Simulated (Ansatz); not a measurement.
Vibrational response of Au

Theory: DFT PBE, scalar-relativistic, plane waves, PAW (Ansatz). Cutoff 420 eV, 22×22×12 k-points (Γ-centred), Fermi-Dirac smearing of 0.15 eV. No spin polarisation. Phonons by linear response, acoustic sum rule imposed.

Equilibrium structure at this level:
```
Au
1.0
     1.45795   -2.52500    0.00000
     1.45795    2.52500    0.00000
     0.00000    0.00000    4.89114
Au
2
Cartesian
  1.4580 1.6832 1.2228
  1.4580 -1.6832 3.6684
```

The cell has the hcp type, in a space group that the Crystallography Open Database lists for this formula; it was reached from a generator's guess. In a metal, frequencies depend on the k mesh and the smearing, soft modes most. Spin–orbit coupling is left out, which matters for heavy elements.

Problem. Is this structure stable against zone-centre distortions?

Solution. Yes, at Γ: no optical mode is imaginary. Strains and other wave vectors aren't tested by this run.

Problem. List the optical modes at Γ (i marks imaginary ones).

Solution.
```json
{"frequency (cm⁻¹)": "35", "degeneracy": "2"}
{"frequency (cm⁻¹)": "131", "degeneracy": "1"}
```
